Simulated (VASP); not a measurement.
Here is a VASP 6.6.1 calculation.

File INCAR:

```
  PREC = Accurate
  ENCUT = 600
  EDIFF = 1E-6
  ISMEAR = 0
  SIGMA = 0.03
  LREAL = F
  LASPH = T
  NELM = 80
  ALGO = Normal
  ISIF = 3
  LWAVE = F
  LCHARG = F
  GGA = PS
  IBRION = 2
  NSW = 90
  EDIFFG = -0.01
```

File KPOINTS:

```
regular mesh
0
Gamma
  6 6 6
```

The input POSCAR:

```
BaZrO3
1.0
    4.1913400000      0.0000000000      0.0000000000
    0.0000000000      4.1913400000      0.0000000000
    0.0000000000      0.0000000000      4.1913400000
Ba Zr O
1 1 3
Direct
    0.0000000000      0.0000000000      0.0000000000
    0.5000000000      0.5000000000      0.5000000000
    0.0000000000      0.5000000000      0.5000000000
    0.5000000000      0.0000000000      0.5000000000
    0.5000000000      0.5000000000      0.0000000000
```

Potentials or basis: VASP PAW PBE potentials, release 64 (Ba_sv, Zr_sv, O).

Launch:

```sh
$ cat potpaw_PBE.64/Ba_sv/POTCAR potpaw_PBE.64/Zr_sv/POTCAR potpaw_PBE.64/O/POTCAR > POTCAR
$ mpirun -np 1 vasp_std > vasp.out
```

Task: What does it give for the space group after relaxing (to 0.05 Å)?

Result: Pm-3m (No. 221).

Task: Predict the band gap on the k mesh.

Result: 3.11 eV, indirect (least direct gap 3.33 eV).

Task: Estimate the relaxed cell.

Result: a = 4.189 Å, b = 4.189 Å, c = 4.189 Å, α = 90.00°, β = 90.00°, γ = 90.00°.

Final structure:
```
Ba Zr O
1.0
     4.18937    0.00000    0.00000
     0.00000    4.18937    0.00000
     0.00000    0.00000    4.18937
Ba Zr O
1 1 3
Direct
  0.00000 0.00000 0.00000
  0.50000 0.50000 0.50000
  0.00000 0.50000 0.50000
  0.50000 0.00000 0.50000
  0.50000 0.50000 0.00000
```

Caveat: spin-orbit coupling is left out, which moves the levels of the heavy elements. A k mesh can miss the band edges.
